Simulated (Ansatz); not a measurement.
# ZnS (Wurtzite-15R): the cost of one run

Computed with Ansatz 0.2.0, driven from Python. Level of theory: DFT PBEsol, plane waves, PAW.

### 1 Starting point

The structure is trigonal, space group R3m (No. 160). The conventional cell has a = 3.830 Å, b = 3.830 Å, c = 46.880 Å, α = 90.00°, β = 90.00°, γ = 120.00°. Zn (site symmetry 3m) has 4 S at 2.34 to 2.35 Å as nearest neighbours. S (site symmetry 3m) has 4 Zn at 2.34 to 2.35 Å as nearest neighbours. Only part of the 10 independent sites is listed.

No structure file is read: the coordinates are typed or built in the script.

### 2 The code

Contents of zns_deck.py:

```python
"""ZnS from an input typed as a mapping."""

import ansatz as az
import numpy as np

deck = {
    "crystal": {
        "lattice": [
            [1.915, 1.105626, 15.626663],
            [-1.915, 1.105626, 15.626663],
            [0.0, -2.211252, 15.626663],
        ],
        "atoms": [
            {"symbol": "Zn", "position": [0.0, 0.0, 0.0]},
            {"symbol": "Zn", "position": [0.733337, 0.733337, 0.733337]},
            {"symbol": "Zn", "position": [0.466663, 0.466663, 0.466663]},
            {"symbol": "Zn", "position": [0.866667, 0.866667, 0.866667]},
            {"symbol": "Zn", "position": [0.600003, 0.600003, 0.600003]},
            {"symbol": "S", "position": [0.05, 0.05, 0.05]},
            {"symbol": "S", "position": [0.783337, 0.783337, 0.783337]},
            {"symbol": "S", "position": [0.516663, 0.516663, 0.516663]},
            {"symbol": "S", "position": [0.916667, 0.916667, 0.916667]},
            {"symbol": "S", "position": [0.650003, 0.650003, 0.650003]},
        ],
    },
    "kpoints": {"mp_grid": {"grid": [5, 5, 5]}},
    "hamiltonian": {"xc": "pbesol"},
    "scf": {"occupations": {"method": "fixed"}},
    "basis": {"ecutwfc": "18 Ha"},
    "output": {"stress": True, "eigenvalues": True},
}

res = az.Session.from_dict(deck).plan().execute()
summary = res.report

print("%-22s %14.5f eV" % ("F = E - TS", summary["free_energy_ev"]))
print("%-22s %14.5f eV" % ("E", summary["internal_energy_ev"]))
print("%-22s %14.5f eV" % ("Harris-Foulkes", summary["harris_foulkes_ev"]))
print("%-22s %14.5f eV" % ("Fermi level", summary["fermi_energy_ev"]))

# pressure is a third of the trace
stress = np.array(summary["stress_gpa"])
print(f"pressure {np.trace(stress) / 3:.3f} GPa")
print("stress tensor, GPa, positive in compression")
print(np.round(stress, 3) + 0.0)

gap = None if "band_edges_ev" not in summary else summary["band_edges_ev"][1] - summary["band_edges_ev"][0]
print("gap on the k mesh:", "withheld (metal, or smearing too wide to tell)" if gap is None else f"{gap:.3f} eV")
print("lowest empty less highest filled band, by band count:", round(summary["gap_by_band_count_ev"], 3), "eV")

fermi = summary["fermi_energy_ev"]
print("levels less the Fermi level (eV) at the first k-points")
for k, levels in list(zip(summary["kpoints_frac"], summary["eigenvalues_ev"]))[:6]:
    print("k = ({:.3f}, {:.3f}, {:.3f})".format(*k))
    print("   ", " ".join(f"{e - fermi:.3f}" for e in levels))
```

### 3 Running it

Started as:

```bash
python zns_deck.py
```

Q: Estimate wall time and peak memory on 1 thread of Arm Neoverse V2, shared host.

About 24 s, with a peak of 0.55 GiB.
